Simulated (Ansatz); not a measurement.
InP: strain energy, fitted

InP, F-43m, a = 5.960 Å. Ansatz: PBE, PAW, 420 eV, Γ-centred 8×8×6 mesh on 4 atoms, Gaussian smearing 0.02 eV; no spin polarisation. Series: biaxial strain in the a-b plane, c and atoms relaxed; x is the strain in per cent. The axes a, b, c are those of the computed cell (4.214, 4.214, 5.960 Å), along [1 1 0], [-1 1 0], [0 0 1] of the cell named above. y is the free energy over the unstrained cell, V0 = 26.461 Å³/atom.

| x (%) | y (meV/atom) |
| --- | --- |
| -6.0 | ? |
| -4.0 | 24.35 |
| -2.0 | 5.86 |
| 0.0 | 0.00 |
| 2.0 | 5.32 |
| 4.0 | 20.44 |
| 6.0 | 43.88 |

Q: Fit y = c2 x² + c3 x³ to the other rows, turn c2 into a modulus, and predict the missing energy.

A: Least squares on the rows shown. y = 1.4003 x² − 0.030294 x³. In eV per unit strain² c2 is 14.00; M is the biaxial modulus (E = M V0 ε²): 14.00 × 160.2 / (26.461) = 85 GPa. At x = -6.0 the fit asked for gives 56.95 meV/atom. The run gave 57.03 meV/atom, so the fit is 0.08 meV/atom too low, a small miss on the scale of the series.